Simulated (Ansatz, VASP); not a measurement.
## Cross-check of Si12H3F between VASP and Ansatz

Wanted: the spread between two codes on one cell, functional and k mesh. Of the first pair: The structure shown is the start of the Ansatz relaxation below; VASP solves that cell, so the two are compared at the walk's first step.

Method: plane waves, with VASP 6.6.1 beside it; PBE, in Ansatz 0.2.0.

### 1. Starting point

The cell holds 32 atoms: 2 F, 6 H and 24 Si. Cell: a = 7.679 Å, b = 7.679 Å, c = 24.144 Å, α = 90.0°, β = 90.0°, γ = 60.0°. It derives from Si. As first built, before any earlier steps moved the atoms or strained the cell (in the runner's words): kind terminated face; group F; share_of_top_atoms 0.5; rest H; oxygen_in_back_bonds 0; lower_face H. Vacuum lies along c.

### 2. Ansatz: relaxation, PBE

Ansatz runs on its default PAW (the set named soft_2) files.

The two programs are compared at the cell with which this relaxation starts, whose forces are those of its first step.

Contents of input.yaml:

```yaml
crystal:
  lattice:
    - [7.6791796437, 0.0, 0.0]
    - [3.8395898218, 6.6503646517, 0.0]
    - [0.0, 0.0, 24.1437769138]
  atoms:
    - { symbol: F, position: [0.0, 0.0, 0.710070217] }
    - { symbol: F, position: [0.5, 0.0, 0.710070217] }
    - { symbol: H, position: [0.0, 0.5, 0.699301397] }
    - { symbol: H, position: [0.5, 0.5, 0.699301397] }
    - { symbol: Si, position: [0.0, 0.0, 0.642557996] }
    - { symbol: Si, position: [0.5, 0.0, 0.642557996] }
    - { symbol: Si, position: [0.0, 0.5, 0.642557996] }
    - { symbol: Si, position: [0.5, 0.5, 0.642557996] }
    - { symbol: Si, position: [0.833333333, 0.333333333, 0.610096091] }
    - { symbol: Si, position: [0.333333333, 0.333333333, 0.610096091] }
    - { symbol: Si, position: [0.833333333, 0.833333333, 0.610096091] }
    - { symbol: Si, position: [0.333333333, 0.833333333, 0.610096091] }
    - { symbol: Si, position: [0.833333333, 0.333333333, 0.512710377] }
    - { symbol: Si, position: [0.333333333, 0.333333333, 0.512710377] }
    - { symbol: Si, position: [0.833333333, 0.833333333, 0.512710377] }
    - { symbol: Si, position: [0.333333333, 0.833333333, 0.512710377] }
    - { symbol: Si, position: [0.166666667, 0.166666667, 0.480248472] }
    - { symbol: Si, position: [0.666666667, 0.166666667, 0.480248472] }
    - { symbol: Si, position: [0.166666667, 0.666666667, 0.480248472] }
    - { symbol: Si, position: [0.666666667, 0.666666667, 0.480248472] }
    - { symbol: Si, position: [0.166666667, 0.166666667, 0.382862757] }
    - { symbol: Si, position: [0.666666667, 0.166666667, 0.382862757] }
    - { symbol: Si, position: [0.166666667, 0.666666667, 0.382862757] }
    - { symbol: Si, position: [0.666666667, 0.666666667, 0.382862757] }
    - { symbol: Si, position: [0.0, 0.0, 0.350400852] }
    - { symbol: Si, position: [0.5, 0.0, 0.350400852] }
    - { symbol: Si, position: [0.0, 0.5, 0.350400852] }
    - { symbol: Si, position: [0.5, 0.5, 0.350400852] }
    - { symbol: H, position: [0.0, 0.0, 0.289929783] }
    - { symbol: H, position: [0.5, 0.0, 0.289929783] }
    - { symbol: H, position: [0.0, 0.5, 0.289929783] }
    - { symbol: H, position: [0.5, 0.5, 0.289929783] }
kpoints:
  mp_grid: { grid: [3, 3, 1] }
scf:
  occupations: { method: fermi_dirac, width: 0.02 }
  n_extra_bands: 23
hamiltonian:
  xc: pbe
  pseudopotentials: { kind: paw }
output:
  forces: true
  write_potential: true
  volumetric_format: []
efield:
  axis: 3
  dipole_correction: true
relax:
  f_tol: 0.03
  max_steps: 70
  constraints: [{ sites: [20, 21, 22, 23, 24, 25, 26, 27, 28, 29, 30, 31] }]
```

Run with:

```sh
$ ansatz run input.yaml --threads 4 --pin off --max-ram 11264MiB --backend cpu --events-out ev --progress --plain --runs-dir out
```

Numbers of over 12 decimals in the logs are rounded to 6 here.

Output:

```text
scf.n_extra_bands = 23 over 58 filled bands (N_el = 116.0): the run solves 81 bands
Engine: ansatz 0.2.0, aarch64-unknown-linux-gnu
Pseudopotentials: kind: paw
Pseudopotential: F, paw, valence charge 7, recommended cutoff 420 eV (normal), F.paw.azcp
Pseudopotential: H, paw, valence charge 1, recommended cutoff 420 eV (normal), H.paw.azcp
Pseudopotential: Si, paw, valence charge 4, recommended cutoff 420 eV (normal), Si.paw.azcp
Functional definition: PBE
  parameter kappa = 0.804
  parameter beta = 0.066725
  exchange = pbe_x(kappa = kappa, mu = beta*pi^2/3)
  correlation = pbe_c(beta = beta)
Crystal: 32 atoms, lattice volume = 1233.007 Å³
Basis set: ecut = 420 eV, 24051 PW (Γ), exchange–correlation on 108×108×324 points (8 copies of the dense FFT grid, shifted against one another)
Bands: 81, of which v1, the nominal top of the filled ones, is band 58 counted from 1 (57 counted from 0)
Symmetry: 4 space group operations
Space group: Pm (ITA 6), of the structure as read, at distance tolerance 1.1e-4 Å
k-points: 4 of 9 (time reversal used)
Non-local potential: F, projectors of the file, l = 0: 2, l = 1: 2, l = 2: 1
Non-local potential: H, projectors of the file, l = 0: 2, l = 1: 1
Non-local potential: Si, projectors of the file, l = 0: 2, l = 1: 2, l = 2: 2
PAW form: soft (Blöchl's): semilocal exchange-correlation on the pseudo side does not see the compensation charge
PAW one-centre angular grid: F, 110 points (default); XC on 64 Gauss nodes
PAW one-centre angular grid: H, 110 points (default); XC on 64 Gauss nodes
PAW one-centre angular grid: Si, 110 points (default); XC on 64 Gauss nodes
Initial density: superposition of atomic densities (neutral atoms: chi_scale 0, normalization atom), corrected by the library's trained network
Initial wavefunctions: pseudopotential atomic-orbital guess
Functional: x = pbe(κ = 0.804, μ = 0.219515), c = pbe(β = 0.066725)
SCF iter   1: F=—  HF=-16971.819321 eV  |F-HF|=—  |Δ(HF+E_count)|=         —  Δρ=2.03e-3  dr2=4.92e-1  ethr=1.77e-3  p=-0.267 e·Å  D=-3.92e-2 V/Å  ΔV_dip=0.95 eV  dr2_dipole=1.14e-2  V_vac-E_F(+/−)=4.63/3.69 eV  ⟨swp⟩=8.8  Hψ=1853  notcnv=0  defer=17
efield: sawtooth ramp at fractional position 0.9500 (placed from the atoms, in the widest stretch of the axis that holds none; the zero of the levels goes with the place), width 0.1000; the density the first Hamiltonian is built on has a dipole p = -0.267 e·Å; the dipole correction subtracts the counter field D = -3.92e-2 V/Å, which shifts the + side's vacuum level by +0.95 eV against the − side's; the planar-averaged density in the ramp window peaks in size at 1.2e-5 e/Å³
preconditioner: auto → Resta (q_TF=auto, 1.840 Å⁻¹)  ε∞=2.9  [insulator: Δε(μ)=1.061 eV  Ē_g=8.048 eV  σ=0.020 eV  W_gap=1.00  n_scr=134 (ndim 8)  ℏωp=11.2 eV  f_vac=0.514  D(μ)=0.00/eV (n_scr^D=0)  ε∞_Penn≈2.9  vacuum switching on, ρ_ref=4.7e-3 e/Å³]
SCF iter   2: F=—  HF=-16971.746870 eV  |F-HF|=—  |Δ(HF+E_count)|=   7.25e-2  Δρ=1.01e-3  dr2=3.14e-2  ethr=4.24e-4  p=-0.216 e·Å  D=-3.18e-2 V/Å  ΔV_dip=0.77 eV  dr2_dipole=8.02e-3  V_vac-E_F(+/−)=4.92/4.15 eV  ⟨swp⟩=3.5  Hψ=493  notcnv=0  defer=54
SCF iter   3: F=—  HF=-16971.743879 eV  |F-HF|=—  |Δ(HF+E_count)|=   2.99e-3  Δρ=4.42e-4  dr2=5.78e-3  ethr=2.71e-5  p=-0.269 e·Å  D=-3.95e-2 V/Å  ΔV_dip=0.95 eV  dr2_dipole=4.57e-4  V_vac-E_F(+/−)=5.00/4.05 eV  ⟨swp⟩=3.2  Hψ=473  notcnv=0  defer=54
SCF iter   4: F=—  HF=-16971.745772 eV  |F-HF|=—  |Δ(HF+E_count)|=   1.89e-3  Δρ=2.08e-4  dr2=1.81e-3  ethr=4.98e-6  p=-0.263 e·Å  D=-3.86e-2 V/Å  ΔV_dip=0.93 eV  dr2_dipole=4.87e-4  V_vac-E_F(+/−)=5.03/4.10 eV  ⟨swp⟩=2.5  Hψ=565  notcnv=0  defer=54
SCF iter   5: F=—  HF=-16971.746053 eV  |F-HF|=—  |Δ(HF+E_count)|=   2.82e-4  Δρ=9.86e-5  dr2=1.46e-4  ethr=1.56e-6  p=-0.281 e·Å  D=-4.12e-2 V/Å  ΔV_dip=0.99 eV  dr2_dipole=5.24e-6  V_vac-E_F(+/−)=5.10/4.11 eV  ⟨swp⟩=2.0  Hψ=440  notcnv=0  defer=54
SCF iter   6: F=-16971.746045 eV  HF=-16971.746043 eV  |F-HF|=2.06e-6  |Δ(HF+E_count)|=   1.02e-5  Δρ=4.96e-5  dr2=2.19e-5  ethr=1.94e-8  p=-0.281 e·Å  D=-4.13e-2 V/Å  ΔV_dip=1.00 eV  dr2_dipole=9.23e-7  V_vac-E_F(+/−)=5.11/4.11 eV  ⟨swp⟩=11.2  Hψ=3046  notcnv=0
SCF 1 converged in 6 iterations: F = -16971.746045 eV  dr2 = 2.19e-5
  greatest PAW one-centre occupation: 0.932 electrons in one spin orbital (limit 2), on the F atom at site 1 (counted from 0), in its partial waves of l = 0
relax step   1: F+E_penalty+E_count = -16971.74604525 eV  Δ(F+E_penalty+E_count) = +0.000e0 eV  max|allowed force component| = 2.843e0 eV/Å  Δτ_max = 0.0000 Å  (6 SCF iters, dr2 threshold 2.25e-5 eV, accepted)
Initial density: handed on by an earlier stage of this run
Initial wavefunctions: those handed on with the density
iter 1 solved again at ethr=1.03e-4 eV; its pass at ethr=3.10e-3 eV (dr2=1.20e-1 eV) is discarded
[...]
SCF converged after 3 iterations
Free energy (F): -16972.097021 eV
Harris-Foulkes:  -16972.097021 eV  (|F-HF|=5.85e-8)
Internal energy: -16972.097021 eV  (E = F + TS)
E sigma→0 (E₀):  -16972.097021 eV
Fermi energy:    0.011238 eV
Dipole field:    D = -0.043824 V/Å  (p = -0.298618 e·Å, saw-weighted, corrected)
Work function:   Φ+ = 5.1578 eV   Φ− = 4.0997 eV
Levels:          The Fermi level and band energies are counted from a zero that moves with the ramp; work functions are not
--- Per-component energies (eV) ---
  E_band       = -722.477455
  E_kinetic    = 1464.939266
  E_local      = -31107.357857  (includes V_loc(G=0)·N_el)
  E_nonlocal   = 779.074803
  E_hartree    = 14863.879169
  E_xc         = -1535.850910
  E_vxc        = -1392.677908  (∫ρ·V_xc dr)
  E_paw        = -12712.213305  (= ΣΔE_a)
  E_vpaw       = -196.583305  (= ΣTr[D̂ρ^β])
  E_aug_tail   = -0.003202  (compensation charges beyond the density's cutoff)
  E_efield     = 0.006543  (sawtooth field / dipole correction)
  E_vefield    = 2.386095  (∫n·V_field dr)
  E_ewald      = 11275.428471
  E_smearing   = -0.000000  (= −TS)
  E_closure    = 0.000000  (closes the sum)
  Σ components = -16972.097021   (vs F -16972.097021, Δ=0.00e0)
--- Forces (eV/Å), atoms counted from 1 ---
  atom   1  F     -0.00000000     0.00288359    -0.01830541
  atom   2  F     -0.00000000     0.00288359    -0.01830541
  atom   3  H      0.00000000    -0.00525882     0.00725352
  atom   4  H      0.00000000    -0.00525882     0.00725352
  atom   5  Si     0.00000000    -0.00299433     0.01765306
  atom   6  Si     0.00000000    -0.00299433     0.01765306
  atom   7  Si    -0.00000000     0.00169234     0.00970226
  atom   8  Si    -0.00000000     0.00169234     0.00970226
  atom   9  Si     0.00000000    -0.00094034    -0.00857957
  atom  10  Si     0.00000000    -0.00094034    -0.00857957
  atom  11  Si    -0.00000000     0.00678350    -0.00641401
  atom  12  Si    -0.00000000     0.00678350    -0.00641401
  atom  13  Si     0.00000000    -0.00584448     0.00066379
  atom  14  Si     0.00000000    -0.00584448     0.00066379
  atom  15  Si    -0.00000000     0.00202312     0.00402170
  atom  16  Si    -0.00000000     0.00202312     0.00402170
  atom  17  Si    -0.00000000     0.00117456    -0.00117411
  atom  18  Si    -0.00000000     0.00117456    -0.00117411
  atom  19  Si    -0.00000000     0.00136526    -0.00280420
  atom  20  Si    -0.00000000     0.00136526    -0.00280420
  atom  21  Si    -0.00000000     0.00194776    -0.07300371
  atom  22  Si    -0.00000000     0.00194776    -0.07300371
  atom  23  Si     0.00000000    -0.00304543    -0.07887996
  atom  24  Si     0.00000000    -0.00304543    -0.07887996
  atom  25  Si     0.00000000    -0.00192973     0.85373647
  atom  26  Si     0.00000000    -0.00192973     0.85373647
  atom  27  Si    -0.00000000     0.00202523     0.84747516
  atom  28  Si    -0.00000000     0.00202523     0.84747516
  atom  29  H      0.00000000    -0.00013647    -0.77539923
  atom  30  H      0.00000000    -0.00013647    -0.77539923
  atom  31  H     -0.00000000     0.00022339    -0.77584541
  atom  32  H     -0.00000000     0.00022339    -0.77584541
  max |Σ_I F_I| component: 2.01e-4 eV/Å
--- Band table (eV) ---
  k-point 0: bands = [... 54 lower, -0.9560, -0.9485, -0.5247, -0.5149, 0.5371, 0.5544, 0.5726, 1.0435, ... 19 higher]
  k-point 1: bands = [... 54 lower, -1.8543, -1.5647, -1.4184, -0.9068, 0.6893, 1.3001, 1.3242, 1.4963, ... 19 higher]
  k-point 2: bands = [... 54 lower, -1.8510, -1.5406, -1.4430, -0.9162, 0.6869, 1.2956, 1.3329, 1.4698, ... 19 higher]
  k-point 3: bands = [... 54 lower, -2.2579, -1.8793, -1.7699, -1.6645, 1.5840, 1.7074, 2.0203, 2.0835, ... 19 higher]
--- Relaxed structure (5 steps of the walk, 5 accepted, 0 SCFs on fresh bases) ---
  F+E_penalty+E_count = -16972.09702136 eV   max|allowed force component| = 1.831e-2 eV/Å
  atoms:
    - { symbol: F, position: [0.00056369, -0.00112738, 0.710420] }
    - { symbol: F, position: [0.500564, -0.00112738, 0.710420] }
    - { symbol: H, position: [-0.000589491, 0.501179, 0.706301] }
    - { symbol: H, position: [0.499411, 0.501179, 0.706301] }
    - { symbol: Si, position: [2.0124843548383084e-5, -4.024968709676616e-5, 0.642838] }
    - { symbol: Si, position: [0.500020, -4.0249687096766074e-5, 0.642838] }
    - { symbol: Si, position: [0.000249699, 0.499501, 0.644195] }
    - { symbol: Si, position: [0.500250, 0.499501, 0.644195] }
    - { symbol: Si, position: [0.832766, 0.334469, 0.611802] }
    - { symbol: Si, position: [0.332766, 0.334469, 0.611802] }
    - { symbol: Si, position: [0.834165, 0.831669, 0.611528] }
    - { symbol: Si, position: [0.334165, 0.831669, 0.611528] }
    - { symbol: Si, position: [0.833490, 0.333020, 0.513879] }
    - { symbol: Si, position: [0.333490, 0.333020, 0.513879] }
    - { symbol: Si, position: [0.833178, 0.833643, 0.513536] }
    - { symbol: Si, position: [0.333178, 0.833643, 0.513536] }
    - { symbol: Si, position: [0.166531, 0.166939, 0.480640] }
    - { symbol: Si, position: [0.666531, 0.166939, 0.480640] }
    - { symbol: Si, position: [0.166811, 0.666378, 0.480626] }
    - { symbol: Si, position: [0.666811, 0.666378, 0.480626] }
    - { symbol: Si, position: [0.166667, 0.166666667, 0.382862757] }
    - { symbol: Si, position: [0.666667, 0.166666667, 0.382862757] }
    - { symbol: Si, position: [0.1666666665, 0.666666667, 0.382862757] }
    - { symbol: Si, position: [0.666667, 0.666666667, 0.382862757] }
    - { symbol: Si, position: [0.0, 0.0, 0.350400852] }
    - { symbol: Si, position: [0.500000, 0, 0.350400852] }
    - { symbol: Si, position: [0.0, 0.500000, 0.350400852] }
    - { symbol: Si, position: [0.500000, 0.500000, 0.350400852] }
    - { symbol: H, position: [0.0, 0.0, 0.289929783] }
    - { symbol: H, position: [0.500000, 0, 0.289929783] }
    - { symbol: H, position: [0.0, 0.500000, 0.289929783] }
    - { symbol: H, position: [0.500000, 0.500000, 0.289929783] }
```

In the SCF lines HF is the Harris–Foulkes energy and dr2 the Hartree energy of the density residual, in eV; the loop may stop once dr2 is under the threshold and the program's other checks hold. Hψ counts applications of the Hamiltonian.

### 3. VASP: single point, PBE, start cell, pair 1

The same cell, functional, mesh and smearing now go to VASP, with its own data sets.

Lines of VASP's logs that name or quote its potential files are left out, and so is its time.

Contents of INCAR:

```
SYSTEM = Si12H3F
PREC = Accurate
ENCUT = 520
EDIFF = 1E-06
NELM = 120
ISMEAR = -1
SIGMA = 0.02
LREAL = Auto
ALGO = Normal
GGA = PE
NBANDS = 80
LORBIT = 11
LWAVE = .FALSE.
LCHARG = .FALSE.
ISIF = 2
LDIPOL = .TRUE.
IDIPOL = 3
DIPOL = 0.5 0.5 0.497
LVHAR = .TRUE.
LASPH = .TRUE.
GGA_COMPAT = .FALSE.
EFERMI = MIDGAP
NELMDL = -8
KPAR = 4
```

Contents of POSCAR:

```
Si12H3F
1.0
    7.6791796437      0.0000000000      0.0000000000
    3.8395898218      6.6503646517      0.0000000000
    0.0000000000      0.0000000000     24.1437769138
F H Si
2 6 24
Direct
    0.0000000116      0.0000000000      0.7100702206
    0.5000000116      0.0000000000      0.7100702206
    0.0000000361      0.4999999510      0.6993014001
    0.5000000361      0.4999999510      0.6993014001
    0.0000000116      0.0000000000      0.2899297829
    0.5000000116      0.0000000000      0.2899297829
    0.0000000361      0.4999999510      0.2899297829
    0.5000000361      0.4999999510      0.2899297829
    0.0000000116      0.0000000000      0.6425579997
    0.5000000116      0.0000000000      0.6425579997
    0.0000000361      0.4999999510      0.6425579997
    0.5000000361      0.4999999510      0.6425579997
    0.8333333612      0.3333333007      0.6100960944
    0.3333333613      0.3333333007      0.6100960944
    0.8333333106      0.8333334020      0.6100960944
    0.3333333106      0.8333334020      0.6100960944
    0.8333333612      0.3333333007      0.5127103785
    0.3333333613      0.3333333007      0.5127103785
    0.8333333106      0.8333334020      0.5127103785
    0.3333333106      0.8333334020      0.5127103785
    0.1666666865      0.1666666503      0.4802484732
    0.6666666865      0.1666666503      0.4802484732
    0.1666667110      0.6666666013      0.4802484732
    0.6666667110      0.6666666013      0.4802484732
    0.1666666865      0.1666666503      0.3828627573
    0.6666666865      0.1666666503      0.3828627573
    0.1666667110      0.6666666013      0.3828627573
    0.6666667110      0.6666666013      0.3828627573
    0.0000000116      0.0000000000      0.3504008520
    0.5000000116      0.0000000000      0.3504008520
    0.0000000361      0.4999999510      0.3504008520
    0.5000000361      0.4999999510      0.3504008520
```

Contents of KPOINTS:

```
Automatic mesh
0
Gamma
3 3 1
0 0 0
```

The projector-augmented-wave data sets are F, H and Si (PBE family, release 64).

Run with:

```sh
$ mpirun -np 4 vasp_std
```

Output:

```text
[banner, memory and clock lines left out]
running    4 mpi-ranks, on    1 nodes
[...]
LDA part: xc-table for (Slater+PW92), standard interpolation
 POSCAR, INCAR and KPOINTS ok, starting setup
[...]
entering main loop
       N       E                     dE             d eps       ncg     rms          rms(c)
DAV:   1     0.641296435546E+03    0.64130E+03   -0.39531E+04   640   0.109E+03
DAV:   2    -0.759805382352E+02   -0.71728E+03   -0.69236E+03   880   0.208E+02
DAV:   3    -0.162043570720E+03   -0.86063E+02   -0.85150E+02   752   0.733E+01
DAV:   4    -0.165403621731E+03   -0.33601E+01   -0.33460E+01   856   0.163E+01
[...]
DAV:  30    -0.159993864508E+03   -0.15651E-05   -0.57197E-08   488   0.116E-03    0.425E-04
DAV:  31    -0.159993866962E+03   -0.24537E-05   -0.31583E-07   528   0.220E-03    0.108E-03
DAV:  32    -0.159993867079E+03   -0.11711E-06   -0.69847E-08   456   0.126E-03
   1 F= -.15999387E+03 E0= -.15999387E+03  d E =-.291718E-11
```

OUTCAR, selected parts (step 3):

```text
  Total        6.1584959      6.0476997     14.4991306     -0.0000000     -0.0008467      0.0000000
  in kB        8.0023906      7.8584213     18.8402668     -0.0000000     -0.0011002      0.0000000
  external PRESSURE =      11.5670262 kB  Pullay stress =       0.0000000 kB

 POSITION                                       TOTAL-FORCE (eV/Angst)
 -----------------------------------------------------------------------------------
      0.00000      0.00000     17.14378         0.000000     -0.006986      0.201007
      3.83959      0.00000     17.14378         0.000000     -0.006986      0.201007
      1.91979      3.32518     16.88378        -0.000000      0.005652      2.827030
      5.75938      3.32518     16.88378        -0.000000      0.005652      2.827030
      0.00000      0.00000      7.00000         0.000000     -0.003931     -0.764736
      3.83959      0.00000      7.00000         0.000000     -0.003931     -0.764736
      1.91979      3.32518      7.00000        -0.000000      0.004085     -0.763243
      5.75938      3.32518      7.00000        -0.000000      0.004085     -0.763243
      0.00000      0.00000     15.51378        -0.000000      0.026578     -0.379759
      3.83959      0.00000     15.51378        -0.000000      0.026578     -0.379759
      1.91979      3.32518     15.51378         0.000000     -0.024054     -2.793676
      5.75938      3.32518     15.51378         0.000000     -0.024054     -2.793676
      7.67918      2.21679     14.73002        -0.000000      0.071013      0.151328
      3.83959      2.21679     14.73002        -0.000000      0.071013      0.151328
[...]
-----------------------------------------------------------------------------------
    total drift:                               -0.000511     -0.000005      0.048805

  FREE ENERGIE OF THE ION-ELECTRON SYSTEM (eV)
  ---------------------------------------------------
  free  energy   TOTEN  =      -159.9938670792 eV

  energy  without entropy=     -159.9938670792  energy(sigma->0) =     -159.99386708

[... 3 further parts left out ...]
[key lines of the parts left out:]
E-fermi :  -0.2001
```

### 4. Differences

Known differences besides the potentials themselves: the cutoff is 420 eV in Ansatz and 520 eV in VASP (PREC = Accurate, projectors in real space). Total energies have different zeros and are not compared.

Forces on 10 of the 32 atoms, those with the largest forces and the largest differences (eV/Å; atoms numbered as in POSCAR):

```csv
atom,"Ansatz x, y, z","VASP x, y, z"
F1,"0.000, -0.007, -0.006","0.000, -0.007, 0.201"
F2,"0.000, -0.007, -0.006","0.000, -0.007, 0.201"
H3,"0.000, 0.006, 2.843","0.000, 0.006, 2.827"
H4,"0.000, 0.006, 2.843","0.000, 0.006, 2.827"
Si10,"0.000, 0.026, -0.173","0.000, 0.027, -0.380"
Si11,"0.000, -0.024, -2.806","0.000, -0.024, -2.794"
Si12,"0.000, -0.024, -2.806","0.000, -0.024, -2.794"
Si29,"0.000, 0.006, 0.835","0.000, 0.006, 0.822"
Si31,"0.000, -0.006, 0.842","0.000, -0.006, 0.829"
Si32,"0.000, -0.006, 0.842","0.000, -0.006, 0.829"
```

The forces differ by 42 meV/Å r.m.s., which is 6.8 % of the r.m.s. force of 0.624 eV/Å (both taken over all components). Where the cell holds vacuum, a pressure given here is an average over it and none of the material.

### 5. Ansatz: relaxation, PBE

This run makes the geometry at which the two programs are then compared.

The structure compared here is the end of the Ansatz relaxation.

This is the run of step 2 again, met here at its other cell.

[end of part 1 of 2]

[Lines on the potential files, build, host, timing and source positions are cut from VASP's logs without a mark.]

[Logs are printed without paths, hosts, clocks, repeated set-up lines and the standing remarks that a program may print on its own settings, such as how far it seeks lower states.]

[Hosts, paths, dates, database ids (printed as entryN), source tags and the programs' standing remarks are cut or masked in the printed files.]
